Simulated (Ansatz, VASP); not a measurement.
## CdF2: VASP beside Ansatz

```
Cd F
1.0
     0.00000    2.64883    2.64883
     2.84749    0.00000    2.64883
     2.84749    2.64883    0.00000
Cd F
1 2
Direct
  0.00000 0.00000 0.00000
  0.25000 0.25000 0.25000
  0.75000 0.75000 0.75000
```

Change from the starting cell: strain +0.0750 x Voigt [1, 0, 0, 0, 0, 0], atoms carried along.

Alike in both runs: task single point; functional LDA; k mesh 8 × 8 × 8; occupations gaussian, width 0.05 eV; no spin polarisation.

|  | VASP | Ansatz |
| --- | --- | --- |
| version | VASP 6.6.1 | Ansatz 0.2.0 |
| potentials or method | VASP PAW LDA potentials, release 64 (Cd, F) | scalar-relativistic, plane waves, PAW |
| plane-wave cutoff (eV) | 520 | 420 |
| valence electrons in the cell | 26 | 34 |

|  | VASP | Ansatz | Ansatz less VASP |
| --- | --- | --- | --- |
| gap on the k mesh at the Fermi level (eV) | 2.59 | 2.60 | +0.013 |
| least direct gap on the mesh (eV) | 3.06 | 3.07 | +0.007 |
| pressure (GPa) | -6.9 | -7.8 | -0.87 |
| largest component of the traceless stress (GPa) | 5.31 | 5.41 | +0.099 |

The two sets of potentials don't hold the same shells in valence.

A k mesh can miss the band edges.
